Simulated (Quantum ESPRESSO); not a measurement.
# CdO2 (P-3m1) in Quantum ESPRESSO: further runs

Aim: see how the results for CdO2 move with the level of theory and the settings. Levels: PBEsol, LDA. Tasks: band structure, single point, equation of state.

All numbers are computed with Quantum ESPRESSO 7.5; they aren't measurements. Logs are shortened: lines on timing, memory, paths and dates and some standing lists are left out, and cuts for length are marked.

**1. The structure**

Symmetry: P-3m1, No. 164, trigonal system. Conventional cell: a = 3.476 Å, b = 3.476 Å, c = 4.148 Å, α = 90.00°, β = 90.00°, γ = 120.00°. Cd (site symmetry -3m) is surrounded by 6 O at 2.25 Å. O (site symmetry 3m) is surrounded by 3 Cd at 2.25 Å.

The cell comes from a database or a generator and needn't be the stable form of this composition.

**2. Band structure, PBEsol**

Input file pw.in:

```
&CONTROL
  calculation = 'scf'
  prefix = 'pwscf'
  outdir = './tmp'
  pseudo_dir = './pseudo'
  tprnfor = .true.
  tstress = .true.
  disk_io = 'low'
/
&SYSTEM
  ibrav = 0
  celldm(1) = 8
  nat = 3
  ntyp = 2
  ecutwfc = 45
  ecutrho = 360
  nbnd = 19
  occupations = 'smearing'
  smearing = 'fd'
  degauss = 0.00367493
/
&ELECTRONS
  conv_thr = 6d-10
  electron_maxstep = 120
  mixing_beta = 0.5
/
ATOMIC_SPECIES
Cd   112.4140 cd_pbesol_v1.uspp.F.UPF
O     15.9990 o_pbesol_v1.2.uspp.F.UPF
CELL_PARAMETERS alat
  0.8211402306677   0.0000000000000   0.0000000000000
 -0.4105701153339   0.7111282998097   0.0000000000000
  0.0000000000000   0.0000000000000   0.9798409480166
ATOMIC_POSITIONS crystal
Cd     0.0000000000    0.0000000000    0.0000000000
O      0.3333333333    0.6666666667    0.2442190000
O      0.6666666667    0.3333333333    0.7557810000
K_POINTS automatic
9 9 7 0 0 0
```

Input file bands.in:

```
&CONTROL
  calculation = 'bands'
  prefix = 'pwscf'
  outdir = './tmp'
  pseudo_dir = './pseudo'
  disk_io = 'low'
  verbosity = 'high'
/
&SYSTEM
  ibrav = 0
  celldm(1) = 8
  nat = 3
  ntyp = 2
  ecutwfc = 45
  ecutrho = 360
  nbnd = 19
  occupations = 'smearing'
  smearing = 'fd'
  degauss = 0.00367493
/
&ELECTRONS
  conv_thr = 1d-08
  electron_maxstep = 120
  mixing_beta = 0.5
  diago_full_acc = .true.
  startingwfc = 'random'
/
ATOMIC_SPECIES
Cd   112.4140 cd_pbesol_v1.uspp.F.UPF
O     15.9990 o_pbesol_v1.2.uspp.F.UPF
CELL_PARAMETERS alat
  0.8211402306677   0.0000000000000   0.0000000000000
 -0.4105701153339   0.7111282998097   0.0000000000000
  0.0000000000000   0.0000000000000   0.9798409480166
ATOMIC_POSITIONS crystal
Cd     0.0000000000    0.0000000000    0.0000000000
O      0.3333333333    0.6666666667    0.2442190000
O      0.6666666667    0.3333333333    0.7557810000
K_POINTS crystal
60
 0.0000000000  0.0000000000  0.0000000000 1
 0.0714285714  0.0000000000  0.0000000000 1
 0.1428571429  0.0000000000  0.0000000000 1
 0.2142857143  0.0000000000  0.0000000000 1
 0.2857142857  0.0000000000  0.0000000000 1
 0.3571428571  0.0000000000  0.0000000000 1
 0.4285714286  0.0000000000  0.0000000000 1
 0.5000000000  0.0000000000  0.0000000000 1
 0.4583333333  0.0833333333  0.0000000000 1
 0.4166666667  0.1666666667  0.0000000000 1
 0.3750000000  0.2500000000  0.0000000000 1
 0.3333333333  0.3333333333  0.0000000000 1
 0.2916666667  0.2916666667  0.0000000000 1
 0.2500000000  0.2500000000  0.0000000000 1
 0.2083333333  0.2083333333  0.0000000000 1
 0.1666666667  0.1666666667  0.0000000000 1
 0.1250000000  0.1250000000  0.0000000000 1
 0.0833333333  0.0833333333  0.0000000000 1
 0.0416666667  0.0416666667  0.0000000000 1
 0.0000000000  0.0000000000  0.0000000000 1
 0.0000000000  0.0000000000  0.1000000000 1
 0.0000000000  0.0000000000  0.2000000000 1
 0.0000000000  0.0000000000  0.3000000000 1
 0.0000000000  0.0000000000  0.4000000000 1
 0.0000000000  0.0000000000  0.5000000000 1
 0.0625000000  0.0000000000  0.5000000000 1
 0.1250000000  0.0000000000  0.5000000000 1
 0.1875000000  0.0000000000  0.5000000000 1
 0.2500000000  0.0000000000  0.5000000000 1
 0.3125000000  0.0000000000  0.5000000000 1
 0.3750000000  0.0000000000  0.5000000000 1
 0.4375000000  0.0000000000  0.5000000000 1
 0.5000000000  0.0000000000  0.5000000000 1
 0.4583333333  0.0833333333  0.5000000000 1
 0.4166666667  0.1666666667  0.5000000000 1
 0.3750000000  0.2500000000  0.5000000000 1
 0.3333333333  0.3333333333  0.5000000000 1
 0.3000000000  0.3000000000  0.5000000000 1
 0.2666666667  0.2666666667  0.5000000000 1
 0.2333333333  0.2333333333  0.5000000000 1
 0.2000000000  0.2000000000  0.5000000000 1
 0.1666666667  0.1666666667  0.5000000000 1
 0.1333333333  0.1333333333  0.5000000000 1
 0.1000000000  0.1000000000  0.5000000000 1
 0.0666666667  0.0666666667  0.5000000000 1
 0.0333333333  0.0333333333  0.5000000000 1
 0.0000000000  0.0000000000  0.5000000000 1
 0.5000000000  0.0000000000  0.5000000000 1
 0.5000000000  0.0000000000  0.4166666667 1
 0.5000000000  0.0000000000  0.3333333333 1
 0.5000000000  0.0000000000  0.2500000000 1
 0.5000000000  0.0000000000  0.1666666667 1
 0.5000000000  0.0000000000  0.0833333333 1
 0.5000000000  0.0000000000  0.0000000000 1
 0.3333333333  0.3333333333  0.0000000000 1
 0.3333333333  0.3333333333  0.1000000000 1
 0.3333333333  0.3333333333  0.2000000000 1
 0.3333333333  0.3333333333  0.3000000000 1
 0.3333333333  0.3333333333  0.4000000000 1
 0.3333333333  0.3333333333  0.5000000000 1
```

Potentials or basis: GBRV 1.5 PBEsol.

Started as:

```sh
$ OMP_NUM_THREADS=1 mpirun -n 2 pw.x -nk 2 -in pw.in > pw.out
$ OMP_NUM_THREADS=1 mpirun -n 2 pw.x -nk 2 -in bands.in > bands.out
```

pw.out:

```text
This program is part of the open-source Quantum ESPRESSO suite
     for quantum simulation of materials; please cite
         "P. Giannozzi et al., J. Phys.:Condens. Matter 21 395502 (2009);
         "P. Giannozzi et al., J. Phys.:Condens. Matter 29 465901 (2017);
         "P. Giannozzi et al., J. Chem. Phys. 152 154105 (2020);
     in publications or presentations arising from this work. More details at

     Message from routine setup:
     using ibrav=0 with symmetry is DISCOURAGED, use correct ibrav instead

     K-points division:     npool     =       2
     Subspace diagonalization in iterative solution of the eigenvalue problem:
     a serial algorithm will be used

     G-vector sticks info
     --------------------
     sticks:   dense  smooth     PW     G-vecs:    dense   smooth      PW
     Sum        1069     535    163                33815    11943    2029

     Using Slab Decomposition

     bravais-lattice index     =            0
     lattice parameter (alat)  =       8.0000  a.u.
     unit-cell volume          =     292.9482 (a.u.)^3
     number of atoms/cell      =            3
     number of atomic types    =            2
     number of electrons       =        24.00
     number of Kohn-Sham states=           19
     kinetic-energy cutoff     =      45.0000  Ry
     charge density cutoff     =     360.0000  Ry
     scf convergence threshold =      6.0E-10
     mixing beta               =       0.5000
     number of iterations used =            8  plain     mixing
     Exchange-correlation= SLA  PW   PSX  PSC
                           (   1   4  10   8   0   0   0)

     celldm(1)=   8.000000  celldm(2)=   0.000000  celldm(3)=   0.000000
     celldm(4)=   0.000000  celldm(5)=   0.000000  celldm(6)=   0.000000

     crystal axes: (cart. coord. in units of alat)
               a(1) = (   0.821140   0.000000   0.000000 )
               a(2) = (  -0.410570   0.711128   0.000000 )
               a(3) = (   0.000000   0.000000   0.979841 )

     reciprocal axes: (cart. coord. in units 2 pi/alat)
               b(1) = (  1.217819  0.703108 -0.000000 )
               b(2) = (  0.000000  1.406216  0.000000 )
               b(3) = (  0.000000 -0.000000  1.020574 )

     PseudoPot. # 1 for Cd read from file:
     cd_pbesol_v1.uspp.F.UPF
     Pseudo is Ultrasoft + core correction, Zval = 12.0
     Generated by new atomic code, or converted to UPF format
     Using radial grid of  889 points,  6 beta functions with:
                l(1) =   0
                l(2) =   0
                l(3) =   1
                l(4) =   1
                l(5) =   2
                l(6) =   2
     Q(r) pseudized with  6 coefficients,  rinner =    1.000   1.000   1.000
                                                       1.000   1.000

     PseudoPot. # 2 for O  read from file:
     o_pbesol_v1.2.uspp.F.UPF
     Pseudo is Ultrasoft + core correction, Zval =  6.0
     Generated by new atomic code, or converted to UPF format
     Using radial grid of  737 points,  5 beta functions with:
                l(1) =   0
                l(2) =   0
                l(3) =   1
                l(4) =   1
                l(5) =   2
     Q(r) pseudized with  8 coefficients,  rinner =    0.900   0.900   0.900
                                                       0.900   0.900

     atomic species   valence    mass     pseudopotential
     Cd               12.00   112.41400     Cd( 1.00)
     O                 6.00    15.99900     O ( 1.00)

     12 Sym. Ops., with inversion, found

   Cartesian axes

     site n.     atom                  positions (alat units)
         1        Cd     tau(   1) = (   0.0000000   0.0000000   0.0000000  )
         2        O      tau(   2) = (  -0.0000000   0.4740855   0.2392958  )
         3        O      tau(   3) = (   0.4105701   0.2370428   0.7405452  )

     number of k points=    69  Fermi-Dirac smearing, width (Ry)=  0.0037
                       cart. coord. in units 2pi/alat
        k(    1) = (   0.0000000   0.0000000   0.0000000), wk =   0.0035273
[... 2 lines left out ...]
        k(    4) = (   0.0000000   0.0000000   0.4373888), wk =   0.0070547
        k(    5) = (   0.0000000   0.1562462   0.0000000), wk =   0.0211640
        k(    6) = (   0.0000000   0.1562462   0.1457963), wk =   0.0211640
[... 61 lines left out ...]
        k(   68) = (  -0.2706264   0.6249849  -0.2915925), wk =   0.0423280
        k(   69) = (  -0.2706264   0.6249849  -0.4373888), wk =   0.0423280

     Dense  grid:    33815 G-vectors     FFT dimensions: (  40,  40,  48)

     Smooth grid:    11943 G-vectors     FFT dimensions: (  30,  30,  36)

     Check: negative core charge=   -0.000001

     Initial potential from superposition of free atoms

     starting charge      23.5000, renormalised to      24.0000

     negative rho (up, down):  2.220E-02 0.000E+00
     Starting wfcs are   17 randomized atomic wfcs +    2 random wfcs

     Self-consistent Calculation

     iteration #  1     ecut=    45.00 Ry     beta= 0.50
     Davidson diagonalization with overlap
     ethr =  1.00E-02,  avg # of iterations =  5.2

     negative rho (up, down):  2.142E-02 0.000E+00

     total energy              =    -178.50013259 Ry
     estimated scf accuracy    <       0.26882639 Ry

     iteration #  2     ecut=    45.00 Ry     beta= 0.50
     Davidson diagonalization with overlap
     ethr =  1.12E-03,  avg # of iterations =  2.1

     negative rho (up, down):  2.203E-02 0.000E+00

     total energy              =    -178.59396659 Ry
     estimated scf accuracy    <       0.22258966 Ry
[... 55 lines left out ...]
     iteration #  9     ecut=    45.00 Ry     beta= 0.50
     Davidson diagonalization with overlap
     ethr =  4.27E-10,  avg # of iterations =  2.4

     negative rho (up, down):  2.240E-02 0.000E+00

     total energy              =    -178.62468978 Ry
     estimated scf accuracy    <          3.3E-09 Ry

     iteration # 10     ecut=    45.00 Ry     beta= 0.50
     Davidson diagonalization with overlap
     ethr =  1.37E-11,  avg # of iterations =  4.6

     negative rho (up, down):  2.240E-02 0.000E+00

     End of self-consistent calculation

          k = 0.0000 0.0000 0.0000 (  1475 PWs)   bands (ev):

   -12.3198 -10.8803  -2.4891  -2.4891  -2.1267  -1.5123  -1.5123   2.5688
     3.7859   3.7859   4.7080   4.7080   4.7827   7.9619  13.1025  18.2481
    18.2481  19.2846  23.0027

          k = 0.0000 0.0000 0.1458 (  1469 PWs)   bands (ev):

   -12.2680 -10.9447  -2.4860  -2.4860  -2.0743  -1.5163  -1.5163   2.5887
     3.7358   3.7358   4.4767   4.7679   4.7679   8.3378  12.9327  18.2671
    18.2671  19.3763  23.0839

          k = 0.0000 0.0000 0.2916 (  1487 PWs)   bands (ev):

   -12.1289 -11.1117  -2.4791  -2.4791  -1.9520  -1.5249  -1.5249   2.6698
     3.6395   3.6395   3.8671   4.8862   4.8862   9.1624  12.4012  18.3237
    18.3237  19.8955  22.8387
[... 385 lines left out ...]
          k =-0.2706 0.6250-0.2916 (  1493 PWs)   bands (ev):

   -11.4839 -11.4078  -2.0119  -1.9175  -1.5702  -1.4125  -1.3526   1.1415
     2.0816   2.6105   3.4024   4.5534   5.0134  12.2341  14.4460  15.3400
    16.8394  19.1579  20.5090

          k =-0.2706 0.6250-0.4374 (  1498 PWs)   bands (ev):

   -11.4424 -11.4367  -2.0216  -1.9542  -1.5469  -1.4053  -1.3427   1.3693
     1.8950   2.4432   3.1512   4.8465   5.1249  12.4311  13.7110  15.6537
    17.1668  18.5104  19.9771

     the Fermi energy is     4.7610 ev

!    total energy              =    -178.62468978 Ry
     estimated scf accuracy    <          3.1E-10 Ry
     smearing contrib. (-TS)   =      -0.00292528 Ry
     internal energy E=F+TS    =    -178.62176450 Ry

     The total energy is F=E-TS. E is the sum of the following terms:
     one-electron contribution =     -48.08398448 Ry
     hartree contribution      =      42.29611204 Ry
     xc contribution           =     -52.94330135 Ry
     ewald contribution        =    -119.89059071 Ry

     convergence has been achieved in  10 iterations

     negative rho (up, down):  2.240E-02 0.000E+00

     Forces acting on atoms (cartesian axes, Ry/au):

     atom    1 type  1   force =     0.00000000   -0.00000000    0.00000000
     atom    2 type  2   force =    -0.00000000   -0.00000000   -0.01061581
     atom    3 type  2   force =     0.00000000   -0.00000000    0.01061581

     Total force =     0.015013     Total SCF correction =     0.000006

     Computing stress (Cartesian axis) and pressure

     negative rho (up, down):  2.240E-02 0.000E+00
          total   stress  (Ry/bohr**3)                   (kbar)     P=     -100.59
  -0.00072146  -0.00000000   0.00000000         -106.13       -0.00        0.00
  -0.00000000  -0.00072146   0.00000000           -0.00     -106.13        0.00
   0.00000000   0.00000000  -0.00060851            0.00        0.00      -89.52

=------------------------------------------------------------------------------=
   JOB DONE.
=------------------------------------------------------------------------------=
```

It took 43 s on 2 MPI ranks of Arm Neoverse V2, shared host; peak memory 0.28 GiB.

Results:

```
Free energy            : -2430.3127 eV
Pressure               : -10.1 GPa
Largest force          : 0.273 eV/Å
Band gap on the k mesh : none (metal or under the smearing width)
```

Forces in eV/Å, atoms in the order of the input:
```
Cd   0.000  0.000  0.000
O    0.000  0.000 -0.273
O    0.000  0.000  0.273
```

Levels at the corners of the path, in eV from the Fermi level:
```tsv
point	band 10	band 11	band 12	band 13	band 14	band 15
Γ	-0.98	-0.05	-0.05	0.02	3.20	8.34
M	-2.31	-1.55	-0.16	0.37	7.15	8.89
K	-1.76	-1.25	-0.61	-0.61	7.44	10.65
Γ	-0.98	-0.05	-0.05	0.02	3.20	8.34
A	-1.20	-1.20	0.22	0.22	5.44	6.75
L	-1.91	-0.62	-0.12	-0.08	7.36	8.20
H	-2.58	-2.15	0.34	0.34	7.95	9.10
A	-1.20	-1.20	0.22	0.22	5.44	6.75
L	-1.91	-0.62	-0.12	-0.08	7.36	8.20
M	-2.31	-1.55	-0.16	0.37	7.15	8.89
K	-1.76	-1.25	-0.61	-0.61	7.44	10.65
H	-2.58	-2.15	0.34	0.34	7.95	9.10
```

(Part 1 of 2 ends here.)
